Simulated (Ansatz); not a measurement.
**Calculated field gradients at the nuclei for GeS at a changed volume**

The cell is a structure deposited in the COD, relaxed with PBE at fixed cell and then changed (volume scaled by 0.94, ions relaxed).

Space group Pnma (No. 62); a = 10.2563, b = 3.5667, c = 4.2093 Å.

```
site  Wyckoff  site symmetry       x       y       z
  Ge       4c            .m.  0.6174  0.2500  0.3758
   S       4c            .m.  0.8523  0.2500  0.4909
```

One atom of each set is listed.

Method: Kohn–Sham DFT in Ansatz, PBE, plane waves and PAW, scalar-relativistic, 420 eV cutoff, Γ-centred 5×12×10 k-points, Fermi–Dirac smearing 0.02 eV.

Conventions: |V_zz| ≥ |V_yy| ≥ |V_xx|, η = (V_xx − V_yy)/V_zz, C_Q = eQV_zz/h. ν_Q = 3|C_Q|/[2I(2I − 1)].

⁷³Ge: I = 9/2, Q = -196.0 mb; S-33: I = 3/2, Q = -69.40 mb. Q values from Pyykkö, Mol. Phys. 116, 1328 (2018).

```
site  atoms                                    first shell  C_Q (MHz)     η  ν_Q (MHz)
  Ge      4    3 S at 2.43–2.46 Å; also 3 S at 3.13–3.16 Å       35.4  0.43       1.48
   S      4  3 Ge at 2.43–2.46 Å; also 3 Ge at 3.13–3.16 Å       7.48  0.13       3.74
```

At Ge V_zz stands upright on the plane through its three neighbours (within 2°).

The relaxation (4 steps) took 3.1 min of wall time (3 min of CPU time) and 1 GiB at its peak, on 1 thread of Intel Xeon Platinum 8259CL CPU @ 2.50GHz (Skylake/Cascade Lake) (x86_64; 16 cores open to the job, memory cap 3.0 GiB, no GPU), a shared host with a load of 0.5 a core.
